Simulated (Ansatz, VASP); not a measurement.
**One calculation of KTaO3, two programs**

INCAR

```
SYSTEM = KTaO3
PREC = Accurate
ENCUT = 520
EDIFF = 1E-6
ISMEAR = -1
SIGMA = 0.05
LREAL = .False.
LASPH = .True.
NELM = 80
ALGO = Normal
ISIF = 2
LWAVE = .False.
LCHARG = .True.
GGA = PS
LELF = .True.
LVHAR = .True.
NBANDS = 27
```

The input KPOINTS:

```
regular mesh
0
Gamma
  6 6 6
  0 0 0
```

Contents of POSCAR:

```
KTaO3
1.0
    3.9484170000      0.0000000000      0.0000000000
    0.0000000000      3.9484170000      0.0000000000
    0.0000000000      0.0000000000      3.9883000000
Ta K O
1 1 3
Direct
    0.0000000000      0.0000000000      0.0000000000
    0.5000000000      0.5000000000      0.5000000000
    0.0000000000      0.0000000000      0.5000000000
    0.0000000000      0.5000000000      0.0000000000
    0.5000000000      0.0000000000      0.0000000000
```

Contents of input.yaml:

```yaml
crystal:
  lattice:
    - [3.948417, 0.0, 0.0]
    - [0.0, 3.948417, 0.0]
    - [0.0, 0.0, 3.9883]
  atoms:
    - { symbol: Ta, position: [0.0, 0.0, 0.0] }
    - { symbol: K, position: [0.5, 0.5, 0.5] }
    - { symbol: O, position: [0.0, 0.0, 0.5] }
    - { symbol: O, position: [0.0, 0.5, 0.0] }
    - { symbol: O, position: [0.5, 0.0, 0.0] }
hamiltonian:
  xc: pbesol
  pseudopotentials: { kind: paw }
kpoints:
  mp_grid: { grid: [6, 6, 6] }
  band_path:
    path:
      - [[0.0, 0.0, 0.0], [0.0, 0.5, 0.0], [0.5, 0.5, 0.0], [0.0, 0.0, 0.0], [0.0, 0.0, 0.5], [0.0, 0.5, 0.5], [0.5, 0.5, 0.5], [0.0, 0.0, 0.5]]
      - [[0.0, 0.5, 0.0], [0.0, 0.5, 0.5]]
      - [[0.5, 0.5, 0.0], [0.5, 0.5, 0.5]]
    npoints: 14
scf:
  occupations: { method: fermi_dirac, width: 0.05 }
  n_extra_bands: 12
output:
  forces: true
  stress: true
  eigenvalues: true
  fatbands: false
```

Alike in both runs: functional PBEsol; k mesh 6 × 6 × 6; occupations fermi-dirac, width 0.05 eV; no spin polarisation.

|  | VASP | Ansatz |
| --- | --- | --- |
| version | VASP 6.6.1 | Ansatz 0.2.0 |
| potentials or method | VASP PAW PBE potentials, release 64 (Ta_pv, K_sv, O) | Ansatz PAW |
| plane-wave cutoff (eV) | 520 | 420 |
| valence electrons in the cell | 38 | 40 |
| task | single point | band structure |

VASP gave:

```
gap on the k mesh at the Fermi level (eV)       : 2.12
least direct gap on the mesh (eV)               : 2.73
pressure (GPa)                                  : 4.6
largest component of the traceless stress (GPa) : 2.72
```

Q: What did Ansatz give for the same quantities?

A: gap on the k mesh at the Fermi level (eV): 2.16; least direct gap on the mesh (eV): 2.76; pressure (GPa): 3.8; largest component of the traceless stress (GPa): 2.67.

The functional is the same, so the differences come from potentials, cutoffs and numerics. The two sets of potentials don't hold the same shells in valence.

Caveats: spin-orbit coupling is left out, which moves the levels of the heavy elements; the PAW data sets were made with another functional, which shifts forces and pressure a little (VASP); the pressure holds a Pulay correction of +0.6 GPa for the finite cutoff (Ansatz); the PAW data sets come from PBE, with cores solved anew for the run's functional, which leaves a small shift of forces and pressure (Ansatz). Expect the measured gap to be larger: semilocal functionals such as PBEsol lack the derivative discontinuity. A k mesh can miss the band edges.
